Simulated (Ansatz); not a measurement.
## MgSe: pressure against volume per atom

All results are calculated (Ansatz 0.2.0). Periodic Kohn-Sham DFT of a crystal at fixed atoms; pressure and stress are positive in compression; the energy is the free energy less that of spherical unpolarised free atoms; site moments are those in the method's own spheres, positive along +z.

Cell of the first row (space group Fm-3m, No. 225):
```
CELL_PARAMETERS angstrom
0.00000 2.69840 2.69840
2.69840 0.00000 2.69840
2.69840 2.69840 0.00000
ATOMIC_POSITIONS crystal
Mg 0.00000 0.00000 0.00000
Se 0.50000 0.50000 0.50000
```

Settings of every row: method frozen-core PAW; functional PBE; relativity scalar; k mesh 11x11x11; filling fermi-dirac; smearing width 0.03 eV; wave cutoff 420 eV; paw set soft_2.

Atom start moment: 0 on all atoms.

Limits: the cell comes from a prototype or a list of computed structures and needn't be the stable phase.

```
row  volume per atom (Å³)  pressure (GPa)
  1                19.647           4.223
  2                20.263           1.968
  3                 20.89           0.001
  4                21.517               ?
  5                22.143          -3.131
```

Question: what pressure should row 4 give?

Worked fit of pressure. Take u = (V_r/V)^(2/3) − 1 with V_r = 20.577 Å³ an atom, which is twice the finite (Eulerian) strain; such expansions in the strain, on which the Birch-Murnaghan equation of state is built, carry the rest volume and the bulk modulus. The shown rows have u = 0.03131, 0.0103, -0.01001, -0.04772. Least squares give pressure = 0.9457 + 97.026 × u + 243.22 × u² GPa; a straight line predicts inner rows, each left out in turn, worse (root mean square 0.24 against 0.0057 GPa). The rows lie off it by 0.001, -0.003, 0.002, 0.000. The pressure vanishes at u = -0.0100, or V = 20.89 Å³ an atom, and there the bulk modulus at fixed shape and fractions is B = −V dP/dV = (2/3)(1 + u) dP/du = 60.8 GPa. The withheld row has u = -0.02934, so the fit gives 0.9457 + 97.026 × (-0.02934) + 243.22 × (-0.02934)² = -1.692 GPa.

The calculation gave -1.685 GPa. The fit lies 0.007 GPa (0.095 % of the column's range) below it; its largest miss of a shown row is 0.003 GPa.
